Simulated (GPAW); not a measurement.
C:

```
C
1.0
     2.52210    0.00000    0.00000
    -1.26105    2.18420    0.00000
     0.00000    0.00000    8.23710
C
8
Direct
  0.66667 0.33333 0.84375
  0.33333 0.66667 0.15625
  0.33333 0.66667 0.34375
  0.66667 0.33333 0.65625
  0.00000 0.00000 0.90625
  0.00000 0.00000 0.09375
  0.00000 0.00000 0.40625
  0.00000 0.00000 0.59375
```

This is a hexagonal form of diamond, not graphite.

Base run:

| Property | Result |
| --- | --- |
| Program | GPAW 26.7.0 |
| Functional | BEEF-vdW |
| Potentials or basis | GPAW PAW data sets (gpaw-data 1.2.1) |
| Cutoff | 800 eV |
| Basis | pw |
| k mesh | 7 × 7 × 2 |
| Occupations | fermi-dirac, width 0.05 eV |
| Spin | no spin polarisation |

Its results: band gap on the k mesh 4.61 eV, indirect (least direct gap 5.27 eV); largest force 0.331 eV/Å.

Problem. After a change of settings the same cell gave: band gap on the k mesh 4.71 eV, indirect (least direct gap 5.55 eV); largest force 0.415 eV/Å. Which change was it?
A. functional from BEEF-vdW to vdW-DF2; k mesh from 7 × 7 × 2 to 12 × 12 × 4
B. functional from BEEF-vdW to OLYP; potentials or basis from GPAW PAW data sets (gpaw-data 1.2.1) to PAW data sets generated in the run's folder for this functional
C. functional from BEEF-vdW to r4SCAN

Solution. C.

Caveats: the PAW data sets were made with another functional, which shifts forces and pressure a little.

Not every run made on this cell is shown here.
